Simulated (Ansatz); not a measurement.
**Worked example: C3H5Br + CH3Na → C4H8 + NaBr**

Species: C3H5Br (allyl bromide) `C=CCBr`, singlet; CH3Na `[CH3][Na]`, singlet; C4H8 (1-butene) `C=CCC`, singlet; NaBr, singlet. The partners trade Br for CH3: C–Br and Na–CH3 bonds give way to C–CH3 and Na–Br.

Shapes, held fixed at every level: PBE0-D4/def2-TZVP. Flexible molecules stand in one conformer, not always the lowest. Programs: Ansatz 0.2.0. The zero-point and thermal change to 298 K, harmonic and unscaled (PBE0-D4/def2-TZVP), is +12.4 kJ/mol.

At CCSD(T)/def2-TZVPP; 1 Eh = 2625.50 kJ/mol:

| species | energy (Eh) |
| --- | --- |
| C3H5Br | -2689.792905 |
| CH3Na | -201.835698 |
| C4H8 | -156.924127 |
| NaBr | -2734.820623 |

Question: Work out ΔH(298 K) of the reaction at this level.

Answer: 
1. Products less reactants: (-156.924127) + (-2734.820623) − [(-2689.792905) + (-201.835698)] = -0.116147 Eh = -304.9 kJ/mol.
2. With the thermal change: -304.9 + (+12.4) = -292.5 kJ/mol.

Other levels give -329.8 (CCSD/def2-SVP) to -269.0 kJ/mol (PBE-D4/def2-TZVPP). No measured value is set beside it here. Relativity is left out for Br. Outer-core shells of Br, Na are correlated in most correlated rows, in sets that cover them unevenly. The median of the other levels is -305.3 kJ/mol.
